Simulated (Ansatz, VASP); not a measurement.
## SiC: VASP beside Ansatz

```xyz
2
Lattice="0.0000 2.1022 2.2336 2.2336 0.0000 2.2336 2.2336 2.1022 0.0000" Properties=species:S:1:pos:R:3 pbc="T T T"
Si    0.0000    0.0000    0.0000
C     3.3504    3.1534    3.3504
```

Change from the starting cell: strain +e along x and -e along y +0.0000, strain +e along z and -e/2 along x and y -0.0400.

Alike in both runs: task single point; functional PBE; k mesh 10 × 10 × 10; occupations gaussian, width 0.05 eV; no spin polarisation.

|  | VASP | Ansatz |
| --- | --- | --- |
| version | VASP 6.6.1 | Ansatz 0.2.0 |
| potentials or method | VASP PAW PBE potentials, release 64 (Si, C) | scalar-relativistic, plane waves, PAW |
| plane-wave cutoff (eV) | 520 | 520 |
| valence electrons in the cell | 8 | 8 |

VASP gave:

| Property | Result |
| --- | --- |
| gap on the k mesh at the Fermi level (eV) | 0.78 |
| least direct gap on the mesh (eV) | 4.46 |
| pressure (GPa) | -0.1 |
| largest component of the traceless stress (GPa) | 9.13 |

Task: Estimate Ansatz's values.

Result: gap on the k mesh at the Fermi level (eV): 0.78; least direct gap on the mesh (eV): 4.47; pressure (GPa): 0.0; largest component of the traceless stress (GPa): 9.11.

A k mesh can miss the band edges.
